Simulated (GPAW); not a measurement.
**GaN: single point with LDA**

**The experiment to reproduce.**

From “Studying electronic properties in GaN without electrical contacts using γ-γ vs e−-γ Perturbed Angular Correlations”, 2019, pmc:6823545, for a bulk crystal of GaN: band gap 3.503 ± 0.005 eV (direct).

GaN:

```
CELL_PARAMETERS angstrom
3.18000 0.00000 0.00000
-1.59000 2.75396 0.00000
0.00000 0.00000 5.16600
ATOMIC_POSITIONS crystal
Ga 0.66667 0.33333 0.50000
Ga 0.33333 0.66667 0.00000
N 0.66667 0.33333 0.87500
N 0.33333 0.66667 0.37500
```

| Item | Value |
| --- | --- |
| Program | GPAW 26.7.0 |
| Task | single point |
| Functional | LDA |
| Potentials or basis | the program's PAW data sets (release 1.2.1) made for this functional |
| Cutoff | 650 eV |
| Basis | pw |
| k mesh | 8 × 8 × 4 |
| Occupations | fermi-dirac, width 0.05 eV |
| Spin | no spin polarisation |
| Maxiter | 120 |
| Convergence | default |

The pressure is 0.1 GPa and the largest force is 0.169 eV/Å. The band gap on the k mesh is 2.11 eV, direct.

Forces in eV/Å, atoms in the order of the input:
```
Ga   0.000  0.000 -0.169
Ga   0.000  0.000 -0.169
N    0.000  0.000  0.169
N    0.000  0.000  0.169
```

Stress tensor (GPa, compression positive):
```
-0.66  0.00  0.00
 0.00 -0.66  0.00
 0.00  0.00  1.58
```

Levels at points of the mesh, in eV from the valence-band top:
| k point | band 6 | band 7 | band 8 | band 9 | band 10 | band 11 |
| --- | --- | --- | --- | --- | --- | --- |
| (0.00, 0.00, 0.00) | -0.06 | 0.00 | 0.00 | 2.11 | 4.32 | 9.23 |
| (0.00, 0.00, 0.50) | -0.55 | -0.55 | -0.55 | 4.36 | 4.36 | 8.50 |
| (0.50, 0.50, 0.00) | -2.76 | -2.32 | -0.98 | 5.00 | 5.64 | 6.05 |
| (0.50, 0.50, 0.50) | -1.96 | -1.94 | -1.94 | 4.40 | 4.40 | 7.80 |

Wall time 15 s on 1 thread of Arm Neoverse V1, with other jobs on the host, peak memory 0.17 GiB.

Against the measured gap of GaN, 3.503 eV (direct; quoted in “Studying electronic properties in GaN without electrical contacts using γ-γ vs e−-γ Perturbed Angular Correlations”, 2019, pmc:6823545), the calculated 2.11 eV is off by -1.40 eV. Spin-orbit coupling on Ga is left out. The value is that of LDA, without temperature or zero-point motion. Semilocal functionals fall short of measured gaps as a rule.

Caveat: the cutoff is short for stress and forces, so pressures can be off by a GPa or more.
